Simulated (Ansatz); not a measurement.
# C4H9: the cost of one run

Computed with Ansatz 0.2.0 (DFT unrestricted B3LYP+D3(BJ), Gaussian basis def2-TZVP, and further levels as typed in the inputs, unless a step's input says otherwise).

## 1. The system as given

Bond lengths: C1–C2 1.521 Å, C2–C3 1.528 Å, C3–C4 1.492 Å, C1–H5 1.095 Å, C1–H6 1.094 Å, C1–H7 1.095 Å, C2–H8 1.097 Å, C2–H9 1.097 Å, C3–H10 1.096 Å, C3–H11 1.096 Å, C4–H12 1.084 Å, C4–H13 1.084 Å. Angles (14 of 21 angles, heavy atoms first): C1–C2–C3 111.4°, C2–C3–C4 111.9°, C1–C2–H8 109.1°, C1–C2–H9 109.0°, C3–C2–H8 110.1°, C3–C2–H9 110.1°, C2–C1–H5 111.0°, C2–C1–H6 110.3°, C2–C1–H7 111.0°, C2–C3–H10 110.1°, C2–C3–H11 109.8°, C4–C3–H10 108.8°, C4–C3–H11 108.8°, C3–C4–H12 120.7°.

Structure file:

```xyz
13

C     1.6946    0.4017    0.4497
C     0.2995    0.5694   -0.1319
C    -0.5935   -0.6228    0.2070
C    -1.9616   -0.4737   -0.3685
H     1.6574    0.3179    1.5406
H     2.3172    1.2655    0.1964
H     2.1802   -0.4952    0.0521
H     0.3759    0.6849   -1.2200
H    -0.1421    1.4942    0.2591
H    -0.6782   -0.7333    1.2937
H    -0.1453   -1.5440   -0.1825
H    -2.4542    0.4921   -0.3832
H    -2.5499   -1.3567   -0.5910
```

## 2. Relaxing the atoms: C4H9

The input, input.yaml:

```yaml
relax:
  f_tol: 0.001
  max_steps: 200
crystal:
  periodic: [false, false, false]
  atoms:
    - { symbol: C, position_ang: [1.69464, 0.40169, 0.4497] }
    - { symbol: C, position_ang: [0.29948, 0.56943, -0.13193] }
    - { symbol: C, position_ang: [-0.59345, -0.6228, 0.20696] }
    - { symbol: C, position_ang: [-1.96161, -0.47366, -0.36848] }
    - { symbol: H, position_ang: [1.65736, 0.31793, 1.54055] }
    - { symbol: H, position_ang: [2.3172, 1.26551, 0.19641] }
    - { symbol: H, position_ang: [2.18024, -0.49523, 0.05211] }
    - { symbol: H, position_ang: [0.37586, 0.68488, -1.22001] }
    - { symbol: H, position_ang: [-0.14205, 1.49423, 0.25909] }
    - { symbol: H, position_ang: [-0.67819, -0.73334, 1.29374] }
    - { symbol: H, position_ang: [-0.14532, -1.54403, -0.18249] }
    - { symbol: H, position_ang: [-2.45421, 0.49213, -0.38319] }
    - { symbol: H, position_ang: [-2.54995, -1.35674, -0.59104] }
magnetization:
  spin_polarized: true
  initial_magnetization: 1
basis:
  gaussian: { orbitals: def2-TZVP }
hamiltonian:
  xc: { name: B3LYP }
  dispersion: d3bj
```

Launch:

```bash
> ansatz run input.yaml --threads 4 --pin off --max-ram 16384MiB --backend cpu --events-out ev --progress --plain --runs-dir out
```

**Question.** How long does this run take on 4 threads of AMD EPYC 7R43 (Zen 3), shared host, and how much memory does it need?

About 56 s, with a peak of 0.48 GiB.
